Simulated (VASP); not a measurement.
Here is a VASP 6.6.1 calculation.

The input POSCAR:

```
Si
1.0
    2.6369973686      0.0000000000      0.0000000000
   -1.3184986843      2.2837067109      0.0000000000
    0.0000000000      0.0000000000      4.5089914132
Si
2
Direct
    0.3333333333      0.6666666667      0.2500000000
    0.6666666667      0.3333333333      0.7500000000
```

Contents of INCAR.step1:

```
SYSTEM = Si
PREC     = Accurate       ! precision mode
ENCUT    = 520            ! plane-wave cutoff, eV
EDIFF    = 1E-6           ! SCF threshold, eV
ISMEAR   = 0              ! smearing method
SIGMA    = 0.1            ! smearing width, eV
LREAL    = .FALSE.        ! projectors in reciprocal space
LASPH    = .TRUE.         ! aspherical terms in the spheres
NELM     = 100            ! most SCF steps
ALGO     = Normal         ! electronic algorithm
ISIF     = 2              ! what is computed and relaxed
LWAVE    = .FALSE.        ! write WAVECAR
LCHARG   = .TRUE.         ! write CHGCAR
GGA      = PE             ! functional
IVDW     = 12             ! dispersion correction
NBANDS   = 11             ! bands
```

File KPOINTS.step1:

```
Automatic mesh
0
G
  18 18 10
  0 0 0
```

Contents of INCAR.step2:

```
SYSTEM = Si
PREC     = Accurate       ! precision mode
ENCUT    = 520            ! plane-wave cutoff, eV
EDIFF    = 1E-6           ! SCF threshold, eV
ISMEAR   = -5             ! smearing method
SIGMA    = 0.1            ! smearing width, eV
LREAL    = .FALSE.        ! projectors in reciprocal space
LASPH    = .TRUE.         ! aspherical terms in the spheres
NELM     = 100            ! most SCF steps
ALGO     = Normal         ! electronic algorithm
ISIF     = 2              ! what is computed and relaxed
LWAVE    = .FALSE.        ! write WAVECAR
LCHARG   = .FALSE.        ! write CHGCAR
GGA      = PE             ! functional
IVDW     = 12             ! dispersion correction
LORBIT   = 11             ! projections on sites
NEDOS    = 1001           ! points of the DOS
ICHARG   = 11             ! starting density
```

The input KPOINTS.step2:

```
Automatic mesh
0
G
  27 27 15
  0 0 0
```

Potentials or basis: VASP PAW PBE potentials, release 64 (Si).

Command:

```sh
$ cat potpaw_PBE.64/Si/POTCAR > POTCAR
$ cp INCAR.step1 INCAR
$ cp KPOINTS.step1 KPOINTS
$ mpirun -np 1 vasp_std > vasp.out
$ cp INCAR.step2 INCAR
$ cp KPOINTS.step2 KPOINTS
$ mpirun -np 1 vasp_std > vasp.out
```

(1) Estimate the dispersion energy per atom.

Answers

(1) -0.458 eV.
